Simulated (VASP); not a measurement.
Runs of VASP 6.6.1 on BN. It takes space group F-43m (No. 216, cubic). Conventional cell: a = 3.626 Å, b = 3.626 Å, c = 3.626 Å, α = 90.00°, β = 90.00°, γ = 90.00°. Around N (site symmetry -43m) lie 4 B at 1.57 Å. Around B (site symmetry -43m) lie 4 N at 1.57 Å. The cell is a database's computed one.

```csv
share of exact exchange,gap on the mesh (eV),pressure (GPa)
0.2,6.37,-7.3
0.1,5.53,-3.8
0.3,7.23,(a)
0.5,(b),-17.4
0.4,8.09,-14.1
0.15,5.95,-5.5
0.25,6.80,-9.0
0.05,5.11,-2.0
```

Alike in all rows: task single point; level PBE0(alpha); potentials or basis VASP PAW PBE potentials, release 64 (N, B); no spin polarisation; cell as given; k mesh 7 × 7 × 7; cutoff (eV) 520; smearing fermi-dirac 0.05 eV; the mesh is coarse, so values aren't converged.

Problem. Estimate the missing entries.

Solution. (a) -10.7; (b) 8.96.

Caveats: all runs use coarse meshes; the PAW data sets were made with another functional, which shifts forces and pressure a little; an odd mesh through Γ misses points on the zone boundary, where band edges often lie.
